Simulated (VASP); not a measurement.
# SiC (F-43m) in VASP: band structure with HSE06

Aim: the band structure of SiC with HSE06.

All numbers are computed with VASP 6.6.1; they aren't measurements. Logs are shortened: lines on timing, memory, paths and dates and some standing lists are left out, and cuts for length are marked.

**Measured values to compare with.**

“Insight into the structural, elastic and electronic properties of a new orthorhombic 6O-SiC polytype”, 2020, pmc:7200658 quotes, for a bulk crystal of SiC: band gap 2.4 eV (indirect).

How close the calculation comes is told below.

## 1. The structure

The structure is cubic, space group F-43m (No. 216). The conventional cell has a = 4.380 Å, b = 4.380 Å, c = 4.380 Å, α = 90.00°, β = 90.00°, γ = 90.00°. Si (site symmetry -43m) has 4 C at 1.90 Å as nearest neighbours. C (site symmetry -43m) has 4 Si at 1.90 Å as nearest neighbours.

## 2. Band structure, HSE06

The input, POSCAR:

```
SiC
1.0
    0.0000000000      2.1898720000      2.1898720000
    2.1898720000      0.0000000000      2.1898720000
    2.1898720000      2.1898720000      0.0000000000
Si C
1 1
Direct
    0.0000000000      0.0000000000      0.0000000000
    0.2500000000      0.2500000000      0.2500000000
```

The input, INCAR.step1:

```
SYSTEM = SiC
  ALGO = Normal
  EDIFF = 1E-5
  ENCUT = 520
  GGA = PE
  ISIF = 2
  ISMEAR = 0
  LASPH = .TRUE.
  LCHARG = .FALSE.
  LREAL = .FALSE.
  LWAVE = .TRUE.
  NBANDS = 11
  NELM = 100
  PREC = Accurate
  SIGMA = 0.02
```

The input, INCAR.step2:

```
SYSTEM = SiC
  ALGO = Normal
  EDIFF = 1E-6
  ENCUT = 520
  GGA = PE
  HFSCREEN = 0.2
  ISIF = 2
  ISMEAR = 0
  ISTART = 1
  LASPH = .TRUE.
  LCHARG = .FALSE.
  LHFCALC = .TRUE.
  LREAL = .FALSE.
  LWAVE = .FALSE.
  NBANDS = 11
  NELM = 100
  PREC = Accurate
  PRECFOCK = Fast
  SIGMA = 0.02
```

The input, KPOINTS:

```
k-points
0
G
  8 8 8
  0 0 0
```

The input, KPOINTS_OPT:

```
path GXWKGLUWLK,UX
8
line-mode
reciprocal
 0.0000000000  0.0000000000  0.0000000000  G
 0.5000000000  0.0000000000  0.5000000000  X

 0.5000000000  0.0000000000  0.5000000000  X
 0.5000000000  0.2500000000  0.7500000000  W

 0.5000000000  0.2500000000  0.7500000000  W
 0.3750000000  0.3750000000  0.7500000000  K

 0.3750000000  0.3750000000  0.7500000000  K
 0.0000000000  0.0000000000  0.0000000000  G

 0.0000000000  0.0000000000  0.0000000000  G
 0.5000000000  0.5000000000  0.5000000000  L

 0.5000000000  0.5000000000  0.5000000000  L
 0.6250000000  0.2500000000  0.6250000000  U

 0.6250000000  0.2500000000  0.6250000000  U
 0.5000000000  0.2500000000  0.7500000000  W

 0.5000000000  0.2500000000  0.7500000000  W
 0.5000000000  0.5000000000  0.5000000000  L

 0.5000000000  0.5000000000  0.5000000000  L
 0.3750000000  0.3750000000  0.7500000000  K

 0.6250000000  0.2500000000  0.6250000000  U
 0.5000000000  0.0000000000  0.5000000000  X
```

Potentials or basis: VASP PAW PBE potentials, release 64 (Si, C).

Launch:

```bash
$ cat potpaw_PBE.64/Si/POTCAR potpaw_PBE.64/C/POTCAR > POTCAR
$ cp INCAR.step1 INCAR
$ mpirun -np 1 vasp_std > vasp.out
$ cp INCAR.step2 INCAR
$ mpirun -np 1 vasp_std > vasp.out
```

OUTCAR:

```text
SYSTEM = SiC
   EDIFF = 1E-6
   ENCUT = 520
   GGA = PE
   HFSCREEN = 0.2
   ISIF = 2
   ISMEAR = 0
   ISTART = 1
   LASPH = .TRUE.
   LHFCALC = .TRUE.
   LREAL = .FALSE.
   NELM = 100
   PREC = Accurate
   PRECFOCK = Fast

 ion  position               nearest neighbor table
   1  0.000  0.000  0.000-   2 1.90   2 1.90   2 1.90   2 1.90
   2  0.250  0.250  0.250-   1 1.90   1 1.90   1 1.90   1 1.90

  LATTYP: Found a face centered cubic cell.
 ALAT       =     4.3797440000

  Lattice vectors:

 A1 = (   0.0000000000,   2.1898720000,   2.1898720000)
 A2 = (   2.1898720000,   0.0000000000,   2.1898720000)
 A3 = (   2.1898720000,   2.1898720000,   0.0000000000)

Analysis of symmetry for initial positions (statically):
=====================================================================
 Subroutine PRICEL returns:
 Original cell was already a primitive cell.

 Routine SETGRP: Setting up the symmetry group for a
 face centered cubic supercell.

 Subroutine GETGRP returns: Found 24 space group operations
 (whereof 24 operations were pure point group operations)
 out of a pool of 48 trial point group operations.

The static configuration has the point symmetry T_d .

Analysis of symmetry for dynamics (positions and initial velocities):
=====================================================================
 Subroutine PRICEL returns:
 Original cell was already a primitive cell.

 Routine SETGRP: Setting up the symmetry group for a
 face centered cubic supercell.

 Subroutine GETGRP returns: Found 24 space group operations
 (whereof 24 operations were pure point group operations)
 out of a pool of 48 trial point group operations.

The dynamic configuration has the point symmetry T_d .

 Subroutine INISYM returns: Found 24 space group operations
 (whereof 24 operations are pure point group operations),
 and found     1 'primitive' translations

----------------------------------------------------------------------------------------

                                     Primitive cell

  volume of cell :      21.0032

  direct lattice vectors                    reciprocal lattice vectors
     0.000000000  2.189872000  2.189872000    -0.228323847  0.228323847  0.228323847
     2.189872000  0.000000000  2.189872000     0.228323847 -0.228323847  0.228323847
     2.189872000  2.189872000  0.000000000     0.228323847  0.228323847 -0.228323847

  length of vectors
[... 99 lines left out ...]
   IALGO  =     38    algorithm
   IMIX   =      1    mixing-type and parameters
     AMIX     =   0.40;   BMIX     =  1.00
     AMIX_MAG =   1.60;   BMIX_MAG =  1.00
  volume/ion in A,a.u.               =      10.50        70.87
  Fermi-wavevector in a.u.,A,eV,Ry     =   1.186705  2.242547 19.160659  1.408269
  Thomas-Fermi vector in A             =   2.322872
   LORBIT       =      0    0 simple, 1 ext, 2 COOP (PROOUT), +10 PAW based schemes
   GGA     = PE    functional components
   LHFCALC =     T    Hartree Fock is set to
   PRECFOCK=fast      Normal, Fast or Accurate (Low or Medium for compatibility)
   ENCUT4O =  -1.0   cutoff for four orbital integrals eV
   NKREDX  =     1    reduce k-point grid by
   NKREDY  =     1    reduce k-point grid by
   NKREDZ  =     1    reduce k-point grid by
   AEXX    =    0.2500 exact exchange contribution
   HFSCREEN=    0.2000 screening length (either q_TF or 0.3 A-1)
   HFSCREENC=   0.2000 screening length for correlation (either q_TF or 0.3 A-1)
   ENCUTFOCK=  -1.0 apply spherical cutoff to Coloumb kernel
   IVDW    =     0    specifies the selected vdW correction
   LEPSILON=     F    determine dielectric tensor
   LRPA    =     F    only Hartree local field effects (RPA)
 non-spin polarized calculation
 Gauss-broadening in eV      SIGMA  =   0.02
  energy-cutoff  :      520.00
  volume of cell :       21.00
 maximum number of plane-waves:       588
  NGX = 14; NGY = 14; NGZ = 14

 number of electron       8.0000001 magnetization

 Free energy of the ion-electron system (eV)
  ---------------------------------------------------
  ext. energy  EPLUGINS =         0.00000000
  ---------------------------------------------------
  free energy    TOTEN  =       -17.45426477 eV

  energy without entropy =      -17.45426477  energy(sigma->0) =      -17.45426477

 E-fermi :   7.4343     XC(G=0):  -9.2942

 val. band max:        7.3178496152   @ k =   0.0000   0.0000   0.0000
 cond. band min:       9.5778935071   @ k =   0.5000   0.5000   0.0000
 fundamental gap:      2.2600438919
 Fermi energy:         7.4342587518

 k-point     1 :       0.0000    0.0000    0.0000
  band No.  band energies     occupation
      1      -9.5515      2.00000
      2       7.3178      2.00000
      3       7.3178      2.00000
      4       7.3178      2.00000
      5      14.6851      0.00000
      6      15.8144      0.00000
      7      15.8144      0.00000
      8      15.8144      0.00000
      9      23.3255      0.00000
     10      23.3255      0.00000
     11      25.0732      0.00000
[... 309 lines left out ...]
 k-point    24 :      -0.3750    0.2500    0.1250
  band No.  band energies     occupation
      1      -5.0660      2.00000
      2      -1.1838      2.00000
      3       3.2963      2.00000
      4       4.8882      2.00000
      5      13.6842      0.00000
      6      15.7760      0.00000
      7      18.8962      0.00000
      8      19.8160      0.00000
      9      22.2529      0.00000
     10      25.1568      0.00000
     11      28.1605      0.00000

 [... further k-points ...]

------------------------ aborting loop because EDIFF is reached ----------------------------------------

  FORCE on cell =-STRESS in cart. coord.  units (eV):
  Direction    XX          YY          ZZ          XY          YZ          ZX
  --------------------------------------------------------------------------------------
  -------------------------------------------------------------------------------------
  Total       -0.6696326     -0.6696326     -0.6696326     -0.0000000      0.0000000     -0.0000000
  in kB      -51.0811836    -51.0811836    -51.0811836     -0.0000000      0.0000000     -0.0000000
  external PRESSURE =     -51.0811836 kB  Pullay stress =       0.0000000 kB

 VOLUME and BASIS-vectors are now :
 -----------------------------------------------------------------------------
  energy-cutoff  :      520.00
  volume of cell :       21.00
      direct lattice vectors                 reciprocal lattice vectors
     0.000000000  2.189872000  2.189872000    -0.228323847  0.228323847  0.228323847
     2.189872000  0.000000000  2.189872000     0.228323847 -0.228323847  0.228323847
     2.189872000  2.189872000  0.000000000     0.228323847  0.228323847 -0.228323847

 POSITION                                       TOTAL-FORCE (eV/Angst)
 -----------------------------------------------------------------------------------
      0.00000      0.00000      0.00000         0.000000      0.000000      0.000000
      1.09494      1.09494      1.09494        -0.000000     -0.000000     -0.000000
 -----------------------------------------------------------------------------------
    total drift:                                0.000001     -0.000001     -0.000000

  FREE ENERGIE OF THE ION-ELECTRON SYSTEM (eV)
  ---------------------------------------------------
  free  energy   TOTEN  =       -17.4542647686 eV

  energy  without entropy=      -17.4542647686  energy(sigma->0) =      -17.45426477
```

OUTCAR.step1:

```text
SYSTEM = SiC
   EDIFF = 1E-5
   ENCUT = 520
   GGA = PE
   ISIF = 2
   ISMEAR = 0
[... 559 lines left out ...]
      0.00000      0.00000      0.00000         0.000000      0.000000     -0.000000
      1.09494      1.09494      1.09494        -0.000000     -0.000000      0.000000
 -----------------------------------------------------------------------------------
    total drift:                                0.000000      0.000000      0.000000

  FREE ENERGIE OF THE ION-ELECTRON SYSTEM (eV)
  ---------------------------------------------------
  free  energy   TOTEN  =       -15.0597944610 eV

  energy  without entropy=      -15.0597944610  energy(sigma->0) =      -15.05979446
```

Wall time 18 min (1 thread of Intel Xeon Platinum 8488C (Sapphire Rapids), shared host); peak memory 0.3 GiB.

What came out:

```
Free energy             : -17.4543 eV
Pressure                : -5.1 GPa
Band gap on the k mesh  : 2.26 eV, indirect (least direct gap 5.73 eV)
Band gap along the path : 2.26 eV, indirect (least direct gap 5.73 eV)
```

Levels at the corners of the path, in eV from the valence-band top:
| point | band 2 | band 3 | band 4 | band 5 | band 6 | band 7 |
| --- | --- | --- | --- | --- | --- | --- |
| Γ | 0.00 | 0.00 | 0.00 | 7.37 | 8.50 | 8.50 |
| X | -8.50 | -3.47 | -3.47 | 2.26 | 5.33 | 15.77 |
| X | -8.50 | -3.47 | -3.47 | 2.26 | 5.33 | 15.77 |
| W | -7.66 | -5.38 | -5.00 | 6.33 | 10.80 | 10.89 |
| W | -7.66 | -5.38 | -5.00 | 6.33 | 10.80 | 10.89 |
| K | -7.93 | -5.96 | -2.82 | 4.10 | 9.01 | 13.41 |
| K | -7.93 | -5.96 | -2.82 | 4.10 | 9.01 | 13.41 |
| Γ | 0.00 | 0.00 | 0.00 | 7.37 | 8.50 | 8.50 |
| Γ | 0.00 | 0.00 | 0.00 | 7.37 | 8.50 | 8.50 |
| L | -9.27 | -1.15 | -1.15 | 6.51 | 8.43 | 8.43 |
| L | -9.27 | -1.15 | -1.15 | 6.51 | 8.43 | 8.43 |
| U | -7.93 | -5.96 | -2.82 | 4.10 | 9.01 | 13.41 |
| U | -7.93 | -5.96 | -2.82 | 4.10 | 9.01 | 13.41 |
| W | -7.66 | -5.38 | -5.00 | 6.33 | 10.80 | 10.89 |
| W | -7.66 | -5.38 | -5.00 | 6.33 | 10.80 | 10.89 |
| L | -9.27 | -1.15 | -1.15 | 6.51 | 8.43 | 8.43 |
| L | -9.27 | -1.15 | -1.15 | 6.51 | 8.43 | 8.43 |
| K | -7.93 | -5.96 | -2.82 | 4.10 | 9.01 | 13.41 |
| U | -7.93 | -5.96 | -2.82 | 4.10 | 9.01 | 13.41 |
| X | -8.50 | -3.47 | -3.47 | 2.26 | 5.33 | 15.77 |

Caveat: the PAW data sets were made with another functional, which shifts forces and pressure a little.

## 3. Comparison with measurements

Step 2. A measured gap of SiC is 2.4 eV (indirect; quoted in “Insight into the structural, elastic and electronic properties of a new orthorhombic 6O-SiC polytype”, 2020, pmc:7200658); the calculated 2.26 eV misses it by -0.14 eV. The value is that of HSE06, without temperature or zero-point motion.
